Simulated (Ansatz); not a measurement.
**Formation energy of TlBr**

```
Tl Br
1.0
     4.05275    0.00000    0.00000
     0.00000    4.05275    0.00000
     0.00000    0.00000    4.05275
Tl Br
1 1
Direct
  0.00000 0.00000 0.00000
  0.50000 0.50000 0.50000
```

The cell comes from a relaxation on PAW files under the same functional, begun from a database entry that needn't be the ground state.

All numbers are PBE results (scalar-relativistic) from Ansatz 0.2.0, with a Γ-centred 7×7×7 k mesh, Fermi–Dirac smearing of 0.02 eV, no spin polarisation. Methods: LAPW: all electrons, basis error target 0.5 meV/atom; PAW: frozen-core files, cutoff 420 eV.

The elements are taken as Br solid Br2, Tl hcp, each relaxed on PAW files under the same functional and computed by the same method as the compound; zero-point and thermal terms are left out. PBE lacks dispersion, which leaves layered or molecular solids underbound, be they references or the compound itself.

Spin–orbit coupling is left out, which matters for the heavy atoms.

Problem. Give the formation energy by each method, with the residual pressure at this cell and the LAPW gap.

Solution. 

```tsv
method	ΔE(formation) (eV/atom)	P at this cell (GPa)	gap (eV)
LAPW	-0.837	0.00	1.99
PAW	-0.837	0.00	–
```

Problem. Give the LAPW value for one formula unit in kJ/mol.

Solution. -0.837 eV/atom × 2 atoms × 96.485 kJ/(mol·eV) = -161.5 kJ/mol, at zero temperature and without zero-point motion.

Problem. How does the cell move when LAPW relaxes it further?

Solution. It takes no step: the LAPW pressure of 0.00 GPa and the forces already lie within the run's tolerances.
